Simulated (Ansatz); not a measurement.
The calculation used DFT PBE+D3(BJ), scalar-relativistic, plane waves, PAW in Ansatz 0.2.0. Settings: cutoff 420 eV, Γ-centred meshes spaced at most about 0.3 Å⁻¹, and about 0.25 Å⁻¹ or finer for metals (2π included), Gaussian smearing. No spin polarisation.

These are static total energies at zero pressure. Both are relaxed sheets, periodic along a and b.

Two forms of Se were relaxed alike.

A.

```
CELL_PARAMETERS angstrom
2.63134 0.00000 0.00000
0.00000 2.63134 0.00000
0.00000 0.00000 31.15000
ATOMIC_POSITIONS crystal
Se 0.50000 0.50000 0.23387
Se 0.50000 0.50000 0.34398
```

B.

```
CELL_PARAMETERS angstrom
4.30129 0.00000 0.00000
-2.15064 3.72502 0.00000
0.00000 0.00000 32.79993
ATOMIC_POSITIONS crystal
Se 0.33333 0.66667 0.20710
Se 0.66667 0.33333 0.22678
Se 0.00000 0.00000 0.32149
Se 0.66667 0.33333 0.34220
```

Problem. Which form is favoured at zero pressure, and by what margin per atom?

Solution. A is lower, by 129 meV/atom. A has layer group p4/mmm (No. 61), 3.5 Å²/atom and no gap on its mesh; B has layer group p3m1 (No. 69), 4.0 Å²/atom and no gap. Counting all near atoms (those within 1.25 times the shortest such distance or 1.15 times the sum of covalent radii, 1.27 where that leaves under three), A has Se 4 and B has Se 3. In A, Se at height 0.00 Å has 4 Se at 2.63 Å. In B, Se at height 0.00 Å has 3 Se at 2.57 Å; Se at height 0.65 Å has 3 Se at 2.57 Å; Se at height 3.75 Å has 3 Se at 2.57 Å. Both come from invented guesses.

Cells relaxed within their symmetry can be saddle points.
